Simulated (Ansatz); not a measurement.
Runs of Ansatz 0.2.0 on Ni. Symmetry: Fm-3m, No. 225, cubic system. Conventional cell: a = 3.475 Å, b = 3.475 Å, c = 3.475 Å, α = 90.00°, β = 90.00°, γ = 90.00°. Ni (site symmetry m-3m) has 12 Ni at 2.46 Å as nearest neighbours. 

```tsv
task	level	k mesh	cutoff (eV)	atoms under strain	q mesh	points for each segment of the path	gap on the mesh (eV)	moment (μB)	V0 of scaled cells (Å³/atom)	B0 (GPa)
elastic constants	PBEsol	12 × 12 × 12	420	clamped	-	-	none	0.67	-	-
equation of state	LDA	13 × 13 × 13	420	-	-	-	-	-	(a)	256
phonons	PBEsol	12 × 12 × 12	420	-	4 × 4 × 4	8	none	0.67	-	-
equation of state	r2SCAN	13 × 13 × 13	500	-	-	-	-	-	10.50	213
```

Alike in all rows: potentials or basis Ansatz PAW; spin collinear, ferromagnetic start; cell as given; smearing fermi-dirac 0.05 eV.

Fill in the values left out.

(a) 10.04.

Caveats: the PAW data sets come from PBE, with cores solved anew for the run's functional, which leaves a small shift of forces and pressure (some runs); elastic constants of metals need much finer meshes, so these are rough (some runs); the magnetic or orbital state may not be the lowest (some runs); the PAW data sets were made with another functional, which shifts forces and pressure a little (some runs).

A gap of «none» marks a metal or a gap under the smearing width.

Runs at the PBE level aren't shown here.
